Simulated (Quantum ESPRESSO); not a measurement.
# Gap and mid-gap decay constant along [001] in zinc blende BAs under biaxial (001) strain, PBE complex bands

The usual rule of thumb for a tunnel barrier is that the decay constant follows the square root of the gap, with a tunnelling mass that belongs to the material. I put it to the test on zinc blende BAs whose in-plane lattice is stretched or compressed to fit a substrate. The question matters for thin barriers, because the transmitted current depends exponentially on the decay constant times the thickness, and a mismatch of a few per cent is common in epitaxy. For each strain I take the PBE gap and the decay constant of the slowest evanescent state along [001] at mid-gap. Strain is counted from the relaxed cubic crystal, positive for stretching. These are bulk quantities, without the band line-up or symmetry matching of a real contact.

## Calculations

The cubic cell of zinc blende BAs was relaxed first (a = 4.818 angstrom); each member is held at its biaxial strain in the (001) plane while the axis and the atoms relax within their symmetry. The relaxations, to forces under 0.001 Ry/bohr and stress under 0.3 kbar, used 50 Ry for waves and meshes of 6 to 8 divisions. Program: Quantum ESPRESSO 7.5, plane waves, PBE, GBRV ultrasoft pseudopotentials, cutoffs 40 Ry for waves and 200 Ry for the density, fixed occupations, scalar-relativistic, no spin polarisation, no spin-orbit coupling; k meshes of 8 divisions in the plane and 6 along the axis. Complex bands along [001] come from pwcond with energy window 4 Ry, basis threshold 1e-05 and 7 subslabs a slab at the in-plane wavevectors (0, 0), (1/2, 0), (1/2, 1/2) of the zone of the tetragonal cell with in-plane edges near a/sqrt(2), on 46 energies in steps of 0.1 eV. The gap is that of the self-consistent k mesh. The same in all rows: in-plane wavevector of the slowest state at mid-gap: zone centre.

- biaxial strain (%): biaxial strain, change of both in-plane edges against the relaxed cubic crystal.
- axial strain (%): strain of the relaxed axis along [001] against the relaxed cubic crystal.
- measured gap (eV): measured gap at the crystal's own lattice constant (cited, not computed).
- decay constant (1/Å): decay constant kappa = Im kz of the slowest evanescent state along [001], interpolated to mid-gap, least over the listed wavevectors.
- gap (eV): Kohn-Sham gap on the k mesh.
- Franz mass (m_e): tunnelling mass of the two-band Franz relation, m = 4 (hbar^2/2m_e) kappa^2 / gap with hbar^2/2m_e = 3.80998 eV angstrom^2.

Input lines of one member:

```
&inputcond
  ikind = 0
  ewind = 4.0
  epsproj = 1e-05
  nz1 = 7
  energy0 = 3.5
  denergy = -0.1
/
3
  0.00000000 0.00000000 1.00000000
  0.50000000 0.00000000 1.00000000
  0.50000000 0.50000000 1.00000000
46
```

Command (options for logging and memory left out): `mpirun -n 4 pwcond.x -in m0.cbs.in > m0.cbs.out`

## Data

| member | biaxial strain (%) | axial strain (%) | decay constant (1/Å) | gap (eV) | Franz mass (m_e) |
| --- | --- | --- | --- | --- | --- |
| −4 % | −4 | 1.94 | 0.127 | 0.698 | 0.354 |
| −3 % | −3 | 1.45 | 0.140 | 0.834 | 0.359 |
| −2 % | −2 | 0.96 | 0.151 | 0.967 | 0.359 |
| −1 % | −1 | 0.48 | 0.161 | 1.096 | 0.362 |
| 0 % | 0 | 0.00 | 0.172 | 1.214 | 0.370 |
| +1 % | 1 | −0.49 | 0.157 | 1.013 | 0.370 |
| +2 % | 2 | −0.97 | 0.141 | 0.822 | 0.366 |
| +3 % | 3 | −1.46 | ? | ? | ? |
| +4 % | 4 | −1.95 | 0.103 | 0.464 | 0.351 |

Cells marked ? are withheld until the estimate has been made.

Least-squares fits to the members shown, with x = biaxial strain (%); R² in the fitted variables, residuals in the unit of y:

| y | members | fit | R² | rms residual | leave-one-out rms | standard deviation of y |
| --- | --- | --- | --- | --- | --- | --- |
| decay constant (1/Å) | 8 | y = 0.1628 − 0.002657 x − 0.003110 x² | 0.96 | 0.0042 | 0.0066 | 0.022 |
| gap (eV) | 8 | y = 1.093 − 0.02829 x − 0.03370 x² | 0.93 | 0.058 | 0.10 | 0.24 |

## Reading the trend

Among the members shown, the unstrained crystal has both the widest gap and the fastest decay, and strain of either sign lowers both. Stretching does more: from 0 to +4 % the decay constant falls by (0.172 − 0.103) / 4 = 0.017 1/Å per per cent, against (0.172 − 0.127) / 4 = 0.011 1/Å per per cent from 0 to −4 %.

The peak at zero strain comes from split band edges. In the cubic crystal the valence top is threefold and the conduction edge consists of equivalent valleys along the cube axes. Biaxial strain of either sign raises one part of the valence top and lowers one set of valleys, so the gap closes both ways, with a kink at zero. Theory also gives the asymmetry. At fixed volume, stretching brings the single valence state and the two axial valleys to the gap, and these move twice as far as the valence pair and the four in-plane valleys that compression brings there. The first steps in the gap are 1.214 − 1.013 = 0.201 eV for stretching and 1.214 − 1.096 = 0.118 eV for compression, with a ratio of 0.201 / 0.118 = 1.70. The shortfall from 2 may come from the volume change, if expansion by itself widens the gap slightly.

The rule of thumb does well. With the mass held at its unstrained 0.370 $m_e$, $\kappa=\sqrt{m\,E_\mathrm{g}/(4\times 3.80998)}$ reproduces every row shown to about 0.003 1/Å, while the decay constants scatter by 0.022 1/Å about their mean.

On the compressed side this success has a different meaning. The conduction edge there lies at another in-plane wavevector, and the gap at the zone centre, where the slowest state sits, is wider than the tabled one. As the tabled gap shrinks, its middle moves closer to the valence edge, from 1.214 / 2 = 0.607 eV above it at zero strain to 0.698 / 2 = 0.349 eV at −4 %. An evanescent state decays more slowly near a band edge, so the mid-gap value drops even though the zone-centre barrier stays wider.

## Predicting the missing value

Plain estimates from the members shown:

- +3 %, fit at x = 3: 0.127 1/Å
- +3 %, straight-line interpolation between +2 % and +4 %: w = (3 − 2) / (4 − 2) = 0.500, so 0.141 + 0.500 × (0.103 − 0.141) = 0.122 1/Å

The parabola fitted to all members rounds off the kink at zero strain. It gives 0.163 1/Å there against the calculated 0.172, and at +2 % it is too high by 0.004 1/Å, so I set aside its 0.127 for +3 %. The straight line between +2 % and +4 % stays on the right flank, but that flank bends downward: the decay constant falls by 0.016 1/Å from +1 to +2 %, then by 0.038 / 2 = 0.019 1/Å per per cent up to +4 %. A square root of a gap that shrinks almost linearly bends in this sense, so the chord should lie slightly too low.

I therefore pass a parabola through +1, +2 and +4 % only, which at +3 % gives

0.141 + (0.103 − 0.157) / 3 = 0.123 1/Å.

The mirror-image construction on the compressed flank, from −1, −2 and −4 %, gives 0.151 + (0.127 − 0.161) / 3 = 0.140 1/Å at −3 %, which is the tabled value. A second trial, +2 % from 0, +1 and +4 %, gives 4 × 0.157 / 3 + 0.103 / 6 − 0.172 / 2 = 0.1405 1/Å against 0.141.

Both misses are within the rounding of the data to three decimals. Rounding enters through the three input values and again through the target, and the interpolation to mid-gap adds a little, so I take one unit of the last decimal as the standard deviation.

**Committed estimate, +3 %: decay constant = 0.123 ± 0.001 1/Å.**

## Outcome

| member | biaxial strain (%) | axial strain (%) | decay constant (1/Å) | gap (eV) | Franz mass (m_e) |
| --- | --- | --- | --- | --- | --- |
| +3 % | 3 | −1.46 | 0.122 | 0.639 | 0.357 |

| member | estimate | decay constant (1/Å) | computed | estimate − computed | miss in error bars |
| --- | --- | --- | --- | --- | --- |
| +3 % | committed | 0.123 | 0.122 | +0.001 | 1.0 |
| +3 % | fit | 0.127 | 0.122 | +0.005 |  |
| +3 % | interpolation | 0.122 | 0.122 | 0.000 |  |

The computed decay constant at +3 % is 0.122 1/Å. My 0.123 is too high by 0.001, exactly one error bar. That is much closer than the parabola through all members, which gave 0.127, but the plain straight line between +2 and +4 % did better still and hit the value to the last decimal.

Staying on the stretched flank and ignoring the compressed one was right. The correction for curvature gained nothing. I had expected the decay constant to fall faster as the gap closes, yet it drops by 0.019 1/Å from +2 to +3 % and by 0.019 again from +3 to +4 %. The square root does bend the curve downward, but the gap itself falls in shrinking steps, 0.183 eV and then 0.175 eV, which works against that bend. With these gaps and a fixed mass the chord would still lie too low by about 0.001 1/Å, an amount that the rounding of the data can hide.

The new row roughly follows the square-root rule: with the unstrained mass of 0.370 $m_e$ the Franz relation gives 0.125 1/Å, against the computed 0.122. Being an interior point of one flank, the row says little about the splitting of the band edges at zero strain.

Nor does the agreement establish the two-band picture behind the Franz relation. That picture puts the fastest decay at mid-gap, whereas in the calculated complex bands it lies above mid-gap at every strain. A single valence band with a mass of 0.370 / 2 = 0.185 $m_e$ would give the same square root, because mid-gap lies half a gap above the valence edge.

I was therefore wrong to keep my reservation about the rule for the compressed side. Stretching also brings mid-gap closer to the valence edge, from 0.607 eV above it at zero strain to 0.464 / 2 = 0.232 eV at +4 %. The two sides do differ in the zone-centre barrier: its greatest decay constant falls strongly under stretching and changes little under compression, where the zone-centre gap stays wider than the tabled one.

## Members off the line

Least-squares fits to the whole series, with x = biaxial strain (%); R² in the fitted variables, residuals in the unit of y:

| y | members | fit | R² | rms residual | leave-one-out rms | standard deviation of y |
| --- | --- | --- | --- | --- | --- | --- |
| decay constant (1/Å) | 9 | y = 0.1625 − 0.002900 x − 0.003147 x² | 0.96 | 0.0042 | 0.0066 | 0.022 |
| gap (eV) | 9 | y = 1.089 − 0.03157 x − 0.03420 x² | 0.93 | 0.058 | 0.091 | 0.24 |

Largest departures from the fit to the whole series:

| member | decay constant (1/Å) | fit | computed − fit | in rms residuals |
| --- | --- | --- | --- | --- |
| 0 % | 0.172 | 0.163 | +0.009 | 2.2 |
| −2 % | 0.151 | 0.156 | −0.005 | 1.1 |
| +3 % | 0.122 | 0.125 | −0.003 | 0.8 |
| −4 % | 0.127 | 0.124 | +0.003 | 0.8 |

Only the unstrained crystal stands out, 0.009 1/Å above the parabola, or 2.2 rms residuals. The fault lies with the fitted form. The band edges that bound the gap change when the strain changes sign, so the decay constant has a corner at zero, and a smooth parabola cuts it off.

The smaller departures belong to the same misfit. To make up for the missing corner the parabola runs too high on the flanks, by 0.005 1/Å at −2 % and 0.003 at +3 %, and it drops too low at −4 %, by 0.003. None of these calls for a cause peculiar to the member.

Two straight lines that meet at zero strain describe the series better. Drawn from 0.172 1/Å to the end members, with slopes of 0.017 per per cent of stretching and 0.011 per per cent of compression, they miss the six members in between by less than 0.004 1/Å.

## Experiment

| member | quantity | measured | conditions | source |
| --- | --- | --- | --- | --- |
| 0 % | measured gap (eV) | 1.82 | measured at the crystal's own lattice constant; room-temperature optical absorption edge, not a zero-temperature fundamental gap | [1] |

Sources:

[1] "Basic Physical Properties of Cubic Boron Arsenide" (2019, arXiv:1911.11281)

Only the unstrained crystal has a measured gap here, so the comparison tests the size of the gap and leaves its change with strain untested. PBE gives 1.214 eV against 1.82 eV, which is too small by 0.61 eV, or a third of the measured value.

The main cause is the functional: semilocal functionals place the empty states too close to the filled ones. The other omissions I can size do not close the difference. Spin-orbit coupling would raise the valence top and narrow the computed gap further, by roughly 0.1 eV or less. Lattice vibrations usually narrow a gap too, so the measured room-temperature edge probably lies below the gap of a motionless lattice, which is what I computed. The k mesh can miss the exact conduction minimum, and that makes the tabled gap too wide, if anything.

The measured number has its own uncertainty. In an indirect semiconductor the absorption edge is weak and involves phonons, and defects can add absorption below it. An error of roughly 0.1 eV from these sources would still leave most of the discrepancy to PBE.

## Conclusions and limits

Between −4 and +4 %, strain of either sign lowers the PBE gap and the mid-gap decay constant, and stretching lowers them more. The square-root rule with one mass describes the mid-gap values to about 0.003 1/Å, but that mass is a fitted number and no proof of two-band tunnelling. At every strain the decay is fastest above mid-gap, and under compression the gap and the decay constant also belong to different in-plane wavevectors. A new member between two neighbours on the same side of zero can be interpolated linearly: tried on the six interior members, this misses by at most 0.002 1/Å, against a scatter of 0.022 about the mean.

For a barrier 20 Å thick, transmission scales as $e^{-2\kappa d}$. Stretching from 0 to +4 % therefore raises it by exp(2 × (0.172 − 0.103) × 20) = 16 times, with contact effects left aside.

Two omissions can shift the decay constant by more than its scatter of 0.022 1/Å across the series. With the measured gap and an unchanged Franz mass, the unstrained decay constant would rise to 0.172 × √(1.82 / 1.214) = 0.21 1/Å. This is a rough estimate: the series tests the square-root rule for gaps changed by strain, and not for a gap corrected at fixed strain. The band line-up at a real contact can matter more, since a Fermi level close to a band edge can remove most of the decay, while one slightly above mid-gap meets a faster decay than the tabled one.

[On method and selection: Bulk complex bands leave out the interface: band line-up, symmetry matching to an electrode and image charges. The decay constants on the energy grid were kept to three decimals in 1/angstrom; interpolated values carry no more. Runs in which pwcond's reduced basis gave spurious channels inside the gap were left out. Polar or tilting distortions that break the kept symmetry are left out. Runs that failed checks of pwcond against itself, whose gap is too narrow for the energy step, or whose stored transmission had to be rebuilt from the program's table, are left out. Runs that did not converge, have known faults or may not be shown are not listed, and runs on Ansatz's PAW sets soft_1 and soft_2 are kept to separate tables. Tables of this kind whose fit explains under a quarter of the variance weren't written up, so the strength of the trend here is selected. Systems with elements from V to Ni or with open 4f shells were left out wherever spin was off.]

[Logs are printed without paths, hosts, clocks, repeated set-up lines and the standing remarks that a program may print on its own settings, such as how far it seeks lower states.]
